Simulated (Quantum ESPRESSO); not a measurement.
Here is a Quantum ESPRESSO 7.5 calculation.

Contents of pw.in:

```
&CONTROL
  calculation = 'scf'
  prefix = 'pwscf'
  outdir = './tmp'
  pseudo_dir = './pseudo'
  tprnfor = .true.
  tstress = .true.
  disk_io = 'low'
/
&SYSTEM
  ibrav = 0
  nat = 2
  ntyp = 2
  ecutwfc = 74
  nbnd = 14
  input_dft = 'blyp'
  occupations = 'smearing'
  smearing = 'fd'
  degauss = 0.00367493
/
&ELECTRONS
  conv_thr = 4d-10
  electron_maxstep = 120
  mixing_beta = 0.5
/
ATOMIC_SPECIES
Br    79.9040 Br.upf
K     39.0983 K.upf
CELL_PARAMETERS angstrom
   0.0000000000    3.3000000000    3.3000000000
   3.3000000000    0.0000000000    3.3000000000
   3.3000000000    3.3000000000    0.0000000000
ATOMIC_POSITIONS crystal
Br     0.5000000000    0.5000000000    0.5000000000
K      0.0000000000    0.0000000000    0.0000000000
K_POINTS automatic
6 6 6 1 1 1
```

The input scf2.in:

```
&CONTROL
  calculation = 'scf'
  prefix = 'pwscf'
  outdir = './tmp'
  pseudo_dir = './pseudo'
  tprnfor = .true.
  tstress = .true.
  disk_io = 'low'
/
&SYSTEM
  ibrav = 0
  nat = 2
  ntyp = 2
  ecutwfc = 74
  nbnd = 14
  input_dft = 'blyp'
  occupations = 'fixed'
/
&ELECTRONS
  conv_thr = 1d-13
  electron_maxstep = 120
  mixing_beta = 0.5
  startingpot = 'file'
  startingwfc = 'file'
/
ATOMIC_SPECIES
Br    79.9040 Br.upf
K     39.0983 K.upf
CELL_PARAMETERS angstrom
   0.0000000000    3.3000000000    3.3000000000
   3.3000000000    0.0000000000    3.3000000000
   3.3000000000    3.3000000000    0.0000000000
ATOMIC_POSITIONS crystal
Br     0.5000000000    0.5000000000    0.5000000000
K      0.0000000000    0.0000000000    0.0000000000
K_POINTS automatic
6 6 6 1 1 1
```

The input ph.in:

```
dielectric of KBr
&INPUTPH
  prefix = 'pwscf'
  outdir = './tmp'
  tr2_ph = 1d-18
  fildyn = 'dyn'
  niter_ph = 90
  alpha_mix(1) = 0.7
  epsil = .true.
  trans = .false.
  zeu = .true.
/
0.0000000000 0.0000000000 0.0000000000
```

Potentials or basis: PseudoDojo 0.4.1 SR PBE standard.

Launch:

```bash
$ OMP_NUM_THREADS=1 pw.x -in pw.in > pw.out
$ OMP_NUM_THREADS=1 pw.x -in scf2.in > scf2.out
$ OMP_NUM_THREADS=1 ph.x -in ph.in > ph.out
```

Question: Estimate the electronic dielectric tensor (diagonal).

Answer: 2.54.

Question: What does it give for the Born charges (mean of the diagonal)?

Answer: Br -1.12; K +1.12 e.

Question: Estimate the pressure.

Answer: 1.5 GPa.

Born effective charge tensors (e):
atom 1, Br
```
-1.12  0.00  0.00
 0.00 -1.12  0.00
 0.00  0.00 -1.12
```
atom 2, K
```
1.12 0.00 0.00
0.00 1.12 0.00
0.00 0.00 1.12
```

Caveat: the potentials were made for another functional, which shifts forces and pressure.

**The experiment to reproduce.**

A printed reference work, monograph reports, for a bulk crystal of KBr: high-frequency dielectric constant 2.36.

Measured high-frequency dielectric constant of KBr: 2.36 (a printed reference work, monograph). This calculation gives 2.54 (+7.6 %).
